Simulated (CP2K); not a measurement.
Runs of CP2K 2026.2 on HgTe (Coloradoite). Symmetry: F-43m, No. 216, cubic system. Conventional cell: a = 6.429 Å, b = 6.429 Å, c = 6.429 Å, α = 90.00°, β = 90.00°, γ = 90.00°. Around Hg (site symmetry -43m) lie 4 Te at 2.78 Å. Te (site symmetry -43m) has 4 Hg at 2.78 Å as nearest neighbours. 

```csv
task,level,potentials or basis,cell,k mesh,smearing,EPS_DEFAULT,NGRIDS,EXTRAPOLATION,D3 from the s-dftd3 library (D3_REFERENCE_CODE),optimiser,gap on the mesh (eV),pressure (GPa),relaxed volume (Å³/atom)
relaxation of cell and atoms,RPBE+D3,"POTENTIAL_UZH Hg GTH-PBE-q12, Te GTH-PBE-q6; DZVP-MOLOPT-PBE-GTH basis",relaxed,6 × 6 × 6,fermi-dirac 0.05 eV,1.0E-9,4,USE_PREV_P,yes,BFGS,none,0.0,36.48
single point,PBEsol,"POTENTIAL_UZH Hg GTH-PBE-q12, Te GTH-PBE-q6; TZVP-MOLOPT-PBE-GTH basis",as given,7 × 7 × 7,fermi-dirac 0.05 eV,1.0E-10,4,-,-,-,none,3.4,-
relaxation of cell and atoms,RPBE+D3(BJ)+ATM,"POTENTIAL_UZH Hg GTH-PBE-q12, Te GTH-PBE-q6; DZVP-MOLOPT-PBE-GTH basis",relaxed,6 × 6 × 6,fermi-dirac 0.05 eV,1.0E-9,4,USE_PREV_P,yes,BFGS,none,0.0,(b)
relaxation of cell and atoms,RPBE+D4,"POTENTIAL_UZH Hg GTH-PBE-q12, Te GTH-PBE-q6; DZVP-MOLOPT-PBE-GTH basis",relaxed,6 × 6 × 6,fermi-dirac 0.05 eV,1.0E-9,4,USE_PREV_P,-,BFGS,none,0.0,35.26
single point,PBEsol,"POTENTIAL_UZH Hg GTH-PBE-q12, Te GTH-PBE-q6; TZVP-MOLOPT-PBE-GTH basis","atoms moved at random, drawn with an rms of 0.05 Å",7 × 7 × 7,fermi-dirac 0.05 eV,1.0E-10,5,-,-,-,none,3.4,-
relaxation of cell and atoms,RPBE,"POTENTIAL_UZH Hg GTH-PBE-q12, Te GTH-PBE-q6; DZVP-MOLOPT-PBE-GTH basis",relaxed,6 × 6 × 6,fermi-dirac 0.05 eV,1.0E-9,4,USE_PREV_P,-,BFGS,(a),0.0,38.76
```

Alike in all rows: no spin polarisation.

Fill in the values left out.

(a) 0.07; (b) 31.74.

Caveats: the potentials were made for another functional, which shifts forces and pressure; the basis of atomic orbitals isn't converged, which shifts pressures, moduli and gaps; the real-space grid breaks the cell's symmetry a little (some runs); pairwise dispersion overbinds metals, which lowers pressure and volume (some runs); with these potentials and basis sets, volumes of gold and of layered tellurides can stand 1.5 % and more from those of plane-wave programs (some runs); the volume moved by over 15 % at a fixed basis, so the end points are rough (some runs); spin-orbit coupling is left out, which moves the levels of the heavy elements (some runs).

A k mesh can miss the band edges, and the runs leave out spin-orbit coupling on Hg, Te.

A gap of «none» marks a metal or a gap under the smearing width.

Runs at the PBE level aren't shown here.
